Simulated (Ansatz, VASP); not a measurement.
## Two plane-wave programs on C

Contents of INCAR:

```
PREC = Accurate
ENCUT = 520
EDIFF = 1E-6
ISMEAR = 0
SIGMA = 0.05
LREAL = F
LASPH = T
NELM = 80
ALGO = Normal
ISIF = 2
LWAVE = F
LCHARG = F
GGA = PE
NBANDS = 11
```

The input KPOINTS:

```
regular mesh
0
Gamma
  12 12 12
```

Contents of POSCAR:

```
C
1.0
    0.0000000000      1.7566490000      1.8369020000
    1.7566490000      0.0000000000      1.8369020000
    1.7566490000      1.7566490000      0.0000000000
C
2
Direct
    0.5000000000      0.5000000000      0.5000000000
    0.7500000000      0.7500000000      0.7500000000
```

Input for Ansatz:

```yaml
crystal:
  lattice:
    - [0.0, 1.756649, 1.836902]
    - [1.756649, 0.0, 1.836902]
    - [1.756649, 1.756649, 0.0]
  atoms:
    - { symbol: C, position: [0.5, 0.5, 0.5] }
    - { symbol: C, position: [0.75, 0.75, 0.75] }
basis:
  ecutwfc: 420
kpoints:
  mp_grid: { grid: [12, 12, 12] }
hamiltonian:
  xc: pbe
scf:
  occupations: { method: gaussian, width: 0.05 }
output:
  forces: true
  stress: true
  eigenvalues: true
```

Change from the starting cell: strain -0.015 along x and y, +0.030 along z, atoms carried along.

Alike in both runs: task single point; functional PBE; k mesh 12 × 12 × 12; occupations gaussian, width 0.05 eV; no spin polarisation.

|  | VASP | Ansatz |
| --- | --- | --- |
| version | VASP 6.6.1 | Ansatz 0.2.0 |
| potentials or method | VASP PAW PBE potentials, release 64 (C) | scalar-relativistic, plane waves, PAW |
| plane-wave cutoff (eV) | 520 | 420 |
| valence electrons in the cell | 8 | 8 |

Ansatz gave:

```
gap on the k mesh at the Fermi level (eV)       : 3.60
least direct gap on the mesh (eV)               : 5.19
pressure (GPa)                                  : 2.1
largest component of the traceless stress (GPa) : 28.99
```

Problem. Which values does VASP return?

Solution. gap on the k mesh at the Fermi level (eV): 3.59; least direct gap on the mesh (eV): 5.19; pressure (GPa): 2.8; largest component of the traceless stress (GPa): 28.97.

With one functional, cell and mesh, what is left measures potentials, basis and numerics.
